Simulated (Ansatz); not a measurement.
# PbSe (Pm-3m) in Ansatz: convergence with scf convergence dr2 threshold

Aim: find how far scf convergence dr2 threshold must go before the results for PbSe settle, at PBE. This setting moves, with any that are tied to it; all else stays.

All numbers are computed with Ansatz 0.2.0; they aren't measurements. Logs are shortened: lines on timing, memory, paths and dates and some standing lists are left out, and cuts for length are marked.

## 1. The crystal as given

Symmetry: Pm-3m, No. 221, cubic system. The conventional cell has a = 3.784 Å, b = 3.784 Å, c = 3.784 Å, α = 90.00°, β = 90.00°, γ = 90.00°. Pb (site symmetry m-3m) has 8 Se at 3.28 Å as nearest neighbours. Se (site symmetry m-3m) is surrounded by 8 Pb at 3.28 Å.

Measurements of this composition are mostly on another form, of space group No. 225.

## 2. With scf convergence dr2 threshold 0.01

File input.yaml:

```yaml
crystal:
  lattice:
    - [3.784322, 0.0, 0.0]
    - [0.0, 3.784322, 0.0]
    - [0.0, 0.0, 3.784322]
  atoms:
    - { symbol: Pb, position: [0.0, 0.0, 0.0] }
    - { symbol: Se, position: [0.5, 0.5, 0.5] }
hamiltonian:
  xc: pbe
  pseudopotentials: { kind: paw }
kpoints:
  mp_grid: { grid: [6, 6, 6] }
scf:
  occupations: { method: cold, width: 0.1 }
  convergence: { dr2_threshold: 0.01 }
output:
  forces: true
  stress: true
  eigenvalues: true
```

Potentials or basis: Ansatz PAW.

Launch:

```console
ansatz run input.yaml --threads 2 --pin off --max-ram 5632MiB --backend cpu --events-out ev --progress --plain --runs-dir out
```

Wall time 0.57 s (2 threads of Arm Neoverse V2, shared host); peak memory 0.3 GiB.

Results:

| Property | Result |
| --- | --- |
| Free energy | -17376.1333 eV |
| Pressure | -0.1 GPa |
| Band gap on the k mesh | none (metal or under the smearing width) |

## 3. With scf convergence dr2 threshold 0.001

input.yaml, as its differences from that of step 2:

```diff
@@ -15,3 +15,3 @@
   occupations: { method: cold, width: 0.1 }
-  convergence: { dr2_threshold: 0.01 }
+  convergence: { dr2_threshold: 0.001 }
 output:
```

Potentials or basis: Ansatz PAW.

Launch:

```console
ansatz run input.yaml --threads 2 --pin off --max-ram 5632MiB --backend cpu --events-out ev --progress --plain --runs-dir out
```

Wall time 0.57 s (2 threads of Arm Neoverse V2, shared host); peak memory 0.3 GiB.

Results:

| Property | Result |
| --- | --- |
| Free energy | -17376.1333 eV |
| Pressure | -0.1 GPa |
| Band gap on the k mesh | none (metal or under the smearing width) |

## 4. With scf convergence dr2 threshold 0.0001

input.yaml, as its differences from that of step 3:

```diff
@@ -15,3 +15,3 @@
   occupations: { method: cold, width: 0.1 }
-  convergence: { dr2_threshold: 0.001 }
+  convergence: { dr2_threshold: 0.0001 }
 output:
```

Launch:

```console
ansatz run input.yaml --threads 2 --pin off --max-ram 5632MiB --backend cpu --events-out ev --progress --plain --runs-dir out
```

Wall time 0.62 s (2 threads of Arm Neoverse V2, shared host); peak memory 0.3 GiB.

What came out:

* Free energy: -17376.1334 eV
* Pressure: -0.1 GPa
* Band gap on the k mesh: none (metal or under the smearing width)

## 5. With scf convergence dr2 threshold 1e-05

input.yaml, as its differences from that of step 4:

```diff
@@ -15,3 +15,3 @@
   occupations: { method: cold, width: 0.1 }
-  convergence: { dr2_threshold: 0.0001 }
+  convergence: { dr2_threshold: 1.0e-05 }
 output:
```

Launch:

```console
ansatz run input.yaml --threads 2 --pin off --max-ram 5632MiB --backend cpu --events-out ev --progress --plain --runs-dir out
```

It took 0.64 s on 2 threads of Arm Neoverse V2, shared host; peak memory 0.3 GiB.

What came out:

* Free energy: -17376.1334 eV
* Pressure: -0.1 GPa
* Band gap on the k mesh: none (metal or under the smearing width)

## 6. With scf convergence dr2 threshold 1e-06

input.yaml, as its differences from that of step 5:

```diff
@@ -15,3 +15,3 @@
   occupations: { method: cold, width: 0.1 }
-  convergence: { dr2_threshold: 1.0e-05 }
+  convergence: { dr2_threshold: 1.0e-06 }
 output:
```

Potentials or basis: Ansatz PAW.

Launch:

```console
ansatz run input.yaml --threads 2 --pin off --max-ram 5632MiB --backend cpu --events-out ev --progress --plain --runs-dir out
```

Run time: 1.1 s. Hardware: 2 threads of Arm Neoverse V2, shared host; peak memory 0.3 GiB.

It converged, with:

```yaml
Free_energy: -17376.1334 eV
Pressure: -0.1 GPa
Band_gap_on_the_k_mesh: none (metal or under the smearing width)
```

## 7. With scf convergence dr2 threshold 1e-07

input.yaml, as its differences from that of step 6:

```diff
@@ -15,3 +15,3 @@
   occupations: { method: cold, width: 0.1 }
-  convergence: { dr2_threshold: 1.0e-06 }
+  convergence: { dr2_threshold: 1.0e-07 }
 output:
```

Launch:

```console
ansatz run input.yaml --threads 2 --pin off --max-ram 5632MiB --backend cpu --events-out ev --progress --plain --runs-dir out
```

It took 0.63 s on 2 threads of Arm Neoverse V2, shared host; peak memory 0.3 GiB.

The run converged. Its results:

* Free energy: -17376.1334 eV
* Pressure: -0.1 GPa
* Band gap on the k mesh: none (metal or under the smearing width)

## 8. With scf convergence dr2 threshold 1e-09

input.yaml, as its differences from that of step 7:

```diff
@@ -15,3 +15,3 @@
   occupations: { method: cold, width: 0.1 }
-  convergence: { dr2_threshold: 1.0e-07 }
+  convergence: { dr2_threshold: 1.0e-09 }
 output:
```

Launch:

```console
ansatz run input.yaml --threads 2 --pin off --max-ram 5632MiB --backend cpu --events-out ev --progress --plain --runs-dir out
```

Wall time 0.73 s (2 threads of Arm Neoverse V2, shared host); peak memory 0.3 GiB.

The run converged. Its results:

| Quantity | Value |
| --- | --- |
| Free energy | -17376.1334 eV |
| Pressure | -0.1 GPa |
| Band gap on the k mesh | none (metal or under the smearing width) |

## 9. With scf convergence dr2 threshold 1e-11

input.yaml, as its differences from that of step 8:

```diff
@@ -15,3 +15,3 @@
   occupations: { method: cold, width: 0.1 }
-  convergence: { dr2_threshold: 1.0e-09 }
+  convergence: { dr2_threshold: 1.0e-11 }
 output:
```

Potentials or basis: Ansatz PAW.

Launch:

```console
ansatz run input.yaml --threads 2 --pin off --max-ram 5632MiB --backend cpu --events-out ev --progress --plain --runs-dir out
```

The log of the run:

```text
Warning: RAYON_NUM_THREADS=2 ignored (pool sized by the plan → 2); use --threads N
Engine: ansatz 0.2.0, aarch64-unknown-linux-gnu
Pseudopotentials: kind: paw
Pseudopotential: Pb, paw, valence charge 14, recommended cutoff 420 eV (normal), Pb.paw.azcp
Pseudopotential: Se, paw, valence charge 16, recommended cutoff 420 eV (normal), Se.paw.azcp
Functional definition: PBE
  parameter kappa = 0.804
  parameter beta = 0.06672455060314922
  exchange = pbe_x(kappa = kappa, mu = beta*pi^2/3)
  correlation = pbe_c(beta = beta)
Crystal: 2 atoms, lattice volume = 54.196 Å³
Basis set: ecut = 420 eV, 1021 PW (Γ), exchange–correlation on 54×54×54 points (8 copies of the dense FFT grid, shifted against one another)
Bands: 19, of which v1, the nominal top of the filled ones, is band 15 counted from 1 (14 counted from 0)
Symmetry: 48 space group operations
Space group: Pm-3m (ITA 221), of the structure as read, at distance tolerance 3.8e-5 Å
k-points: 20 of 216
Non-local potential: Pb, projectors of the file, l = 0: 2, l = 1: 2, l = 2: 2, l = 3: 2
Non-local potential: Se, projectors of the file, l = 0: 2, l = 1: 2, l = 2: 3, l = 3: 1
PAW form: soft (Blöchl's): semilocal exchange-correlation on the pseudo side does not see the compensation charge
PAW one-centre angular grid: Pb, 590 points (default); XC on 64 Gauss nodes
PAW one-centre angular grid: Se, 590 points (default); XC on 64 Gauss nodes
Initial density: superposition of atomic densities (neutral atoms: chi_scale 0, normalization atom), corrected by the library's trained network
Initial wavefunctions: pseudopotential atomic-orbital guess
Functional: x = pbe(κ = 0.804, μ = 0.2195149727645171), c = pbe(β = 0.06672455060314922)
SCF iter   1: F=—  HF=-17376.134172 eV  |F-HF|=—  |Δ(HF+E_count)|=         —  Δρ=8.89e-4  dr2=7.57e-4  ethr=1.77e-3  ⟨swp⟩=6.1  Hψ=1816  notcnv=0
preconditioner: auto → Resta (q_TF=auto, 2.472 Å⁻¹)  ε∞=3.2  [insulator: Δε(μ)=0.084 eV  Ē_g=15.352 eV  σ=0.100 eV  W_gap=0.58  n_scr=18 (ndim 8)  ℏωp=22.6 eV  f_vac=0.000  D(μ)=1.13/eV (n_scr^D=6)  ε∞_Penn≈3.2]
SCF iter   2: F=—  HF=-17376.133371 eV  |F-HF|=—  |Δ(HF+E_count)|=   8.01e-4  S|Δr|=    0.00e0  Δρ=4.66e-4  dr2=1.80e-4  ethr=2.52e-6  ⟨swp⟩=2.0  Hψ=809  notcnv=0
SCF iter   3: F=—  HF=-17376.133376 eV  |F-HF|=—  |Δ(HF+E_count)|=   5.26e-6  S|Δr|=    0.00e0  Δρ=1.80e-4  dr2=2.97e-5  ethr=6.00e-7  ⟨swp⟩=2.5  Hψ=661  notcnv=0
SCF iter   4: F=—  HF=-17376.133392 eV  |F-HF|=—  |Δ(HF+E_count)|=   1.55e-5  S|Δr|=    0.00e0  Δρ=6.84e-5  dr2=1.60e-6  ethr=9.91e-8  ⟨swp⟩=2.0  Hψ=439  notcnv=0
SCF iter   5: F=—  HF=-17376.133395 eV  |F-HF|=—  |Δ(HF+E_count)|=   3.02e-6  S|Δr|=    0.00e0  Δρ=1.25e-5  dr2=7.65e-8  ethr=5.35e-9  ⟨swp⟩=2.0  Hψ=684  notcnv=0
SCF iter   6: F=—  HF=-17376.133395 eV  |F-HF|=—  |Δ(HF+E_count)|=   3.46e-8  S|Δr|=    0.00e0  Δρ=7.55e-6  dr2=3.12e-8  ethr=2.55e-10  ⟨swp⟩=2.0  Hψ=683  notcnv=0
SCF iter   7: F=—  HF=-17376.133395 eV  |F-HF|=—  |Δ(HF+E_count)|=   1.31e-8  S|Δr|=    0.00e0  Δρ=1.26e-6  dr2=6.93e-10  ethr=1.04e-10  ⟨swp⟩=2.0  Hψ=679  notcnv=0
SCF iter   8: F=-17376.133395 eV  HF=-17376.133395 eV  |F-HF|=3.64e-12  |Δ(HF+E_count)|=  3.24e-10  S|Δr|=    0.00e0  Δρ=6.63e-8  dr2=1.42e-12  ethr=1.00e-12  ⟨swp⟩=4.2  Hψ=2064  notcnv=0
SCF 1 converged in 8 iterations: F = -17376.133395 eV  dr2 = 1.42e-12
SCF converged after 8 iterations
Stability not checked: this state was not tested for a lower state beside it, because cold or Methfessel-Paxton smearing, or corrected tetrahedra, fill the levels in a way that the test cannot read (fill_not_monotonic; see scf.lower_state_search)
Free energy (F): -17376.133395 eV
Harris-Foulkes:  -17376.133395 eV  (|F-HF|=3.64e-12)
Internal energy: -17376.132623 eV  (E = F + TS)
E sigma→0 (E₀):  -17376.133137 eV
Entropy (-TS):   -0.000771 eV (-0.386 meV/atom)
Fermi energy:    9.589670 eV
--- Per-component energies (eV) ---
  E_band       = -401.586014
  E_kinetic    = 404.764073
  E_local      = -3325.694708  (includes V_loc(G=0)·N_el)
  E_nonlocal   = -245.881912
  E_hartree    = 1554.018767
  E_xc         = -325.168299
  E_vxc        = -230.689756  (∫ρ·V_xc dr)
  E_paw        = -12314.721574  (= ΣΔE_a)
  E_vpaw       = -112.120696  (= ΣTr[D̂ρ^β])
  E_aug_tail   = -0.000551  (compensation charges beyond the density's cutoff)
  E_ewald      = -3123.448419
  E_smearing   = -0.000771  (= −TS)
  E_closure    = -0.000000  (closes the sum)
  Σ components = -17376.133395   (vs F -17376.133395, Δ=0.00e0)
--- Forces (eV/Å), atoms counted from 1 ---
  atom   1  Pb    -0.00000000     0.00000000     0.00000000
  atom   2  Se     0.00000000    -0.00000000    -0.00000000
  max |Σ_I F_I| component: 4.47e-30 eV/Å
--- Stress (GPa, compression-positive) ---
       -0.085815      -0.000000       0.000000
       -0.000000      -0.085815       0.000000
        0.000000       0.000000      -0.085815
  P = ⅓ Tr σ = -0.0858 GPa (-0.858 kbar)
--- Band table (eV; the first three rows and the last of 20) ---
  k-point 0: bands = ["-37.2337", "-37.2337", "-37.2337", "-37.2332", "-37.2332", "-7.4363", "-7.4363", "-7.2868", "-7.2868", "-7.2868", "-3.6583", "2.4708", "8.0534", "8.0534", "8.0534", "14.6668", "14.6668", "15.5891", "15.5891"]
  k-point 1: bands = ["-37.2337", "-37.2337", "-37.2337", "-37.2332", "-37.2331", "-7.4346", "-7.4075", "-7.2974", "-7.2974", "-7.2859", "-3.4583", "2.0711", "7.9565", "8.2875", "8.2875", "13.6329", "14.8812", "14.9530", "14.9530"]
  k-point 2: bands = ["-37.2338", "-37.2338", "-37.2337", "-37.2332", "-37.2328", "-7.4313", "-7.3503", "-7.3185", "-7.3185", "-7.2841", "-2.9540", "1.1433", "8.2881", "8.8732", "8.8732", "11.3422", "13.6521", "13.6521", "15.4876"]
  k-point 19: bands = ["-37.2340", "-37.2340", "-37.2340", "-37.2323", "-37.2323", "-7.3769", "-7.3769", "-7.3769", "-7.2464", "-7.2464", "-1.7331", "3.1139", "7.2125", "7.2125", "7.2125", "8.9391", "8.9391", "8.9391", "23.3108"]
```

Run time: 0.8 s. Hardware: 2 threads of Arm Neoverse V2, shared host; peak memory 0.3 GiB.

Results:

| Item | Value |
| --- | --- |
| Free energy | -17376.1334 eV |
| Pressure | -0.1 GPa |
| Band gap on the k mesh | none (metal or under the smearing width) |

## 10. Summary

```tsv
scf convergence dr2 threshold	energy less the tightest run, at zero smearing (meV/atom)	SCF cycles	CPU time (s)	peak memory (GiB)
0.01	0.04	2	1	0.3
0.001	0.04	2	1	0.3
0.0001	0.01	3	1.1	0.3
1e-05	0.00	4	1.1	0.3
1e-06	0.00	5	1.7	0.3
1e-07	0.00	5	1.1	0.3
1e-09	0.00	7	1.3	0.3
1e-11	0.00	8	1.5	0.3
```

Against the tightest run, the energy stays within 1 meV/atom from 0.01 on. The tightest run that finished is the yardstick and may itself not be fully converged.
